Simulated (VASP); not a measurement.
Here is a VASP 6.6.1 calculation.

Contents of INCAR:

```
SYSTEM = TaSi2
  ALGO = Normal
  EDIFF = 1E-7
  EDIFFG = -0.005
  ENCUT = 300
  GGA = PE
  IBRION = 2
  ISIF = 3
  ISMEAR = 1
  KPAR = 4
  LASPH = .True.
  LCHARG = .False.
  LREAL = .False.
  LWAVE = .False.
  NELM = 80
  NSW = 90
  PREC = Accurate
  SIGMA = 0.1
```

The input KPOINTS:

```
k-points
0
Gamma
  5 5 3
  0 0 0
```

The input POSCAR:

```
TaSi2                                   
1.0
    4.8137640662     -0.0000000000     -0.0000000000
   -2.4068820331      4.1688419692      0.0000000000
    0.0000000000     -0.0000000000      6.5671631394
  Ta              Si            
     3     6
Direct
     0.5000000000000000    0.0000000000000000    0.5000000000000000
     0.5000000000000000    0.5000000000000000    0.8333333332999970
     0.0000000000000000    0.5000000000000000    0.1666666667000030
     0.1582652818321856    0.3165305636643784    0.5000000000000000
     0.8417347181678145    0.1582652818321856    0.8333333332999970
     0.6834694363356217    0.8417347181678145    0.1666666667000030
     0.8417347181678145    0.6834694363356217    0.5000000000000000
     0.1582652818321856    0.8417347181678145    0.8333333332999970
     0.3165305636643783    0.1582652818321856    0.1666666667000030
```

Potentials or basis: VASP PAW PBE potentials, release 64 (Ta, Si).

Run with:

```console
$ cat potpaw_PBE.64/Ta/POTCAR potpaw_PBE.64/Si/POTCAR > POTCAR
$ mpirun -np 4 vasp_std > vasp.out
```

(1) Estimate the band gap on the k mesh.

Answers

(1) none (metal or under the smearing width).
